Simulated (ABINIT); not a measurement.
Ni:

```
CELL_PARAMETERS angstrom
0.00000 1.73757 1.73757
1.73757 0.00000 1.73757
1.73757 1.73757 0.00000
ATOMIC_POSITIONS crystal
Ni 0.00000 0.00000 0.00000
```

Base run:

```yaml
Program: ABINIT 10.8.3 (patched build)
Functional: LDA
Potentials_or_basis: JTH PAW PBE v2.0
Cutoff: 1333 eV
k_mesh: 13 × 13 × 13
Occupations: fermi-dirac, width 0.05 eV
Spin: collinear spin, ferromagnetic start
Starting_moments: "[1.0] μB"
```

Its results: band gap on the k mesh none (metal or under the smearing width); pressure -9.6 GPa; net moment 0.62 μB per cell; site moments Ni +0.65 μB.

The run is repeated on the same cell with these changes: functional from LDA to revPBE. What comes out?

Band gap on the k mesh none (metal or under the smearing width); pressure 12.7 GPa; net moment 0.63 μB per cell; site moments Ni +0.67 μB.

revPBE binds less tightly than LDA, so the same cell stands under more pressure.

Caveats: the PAW data sets were made with another functional, which shifts forces and pressure a little.
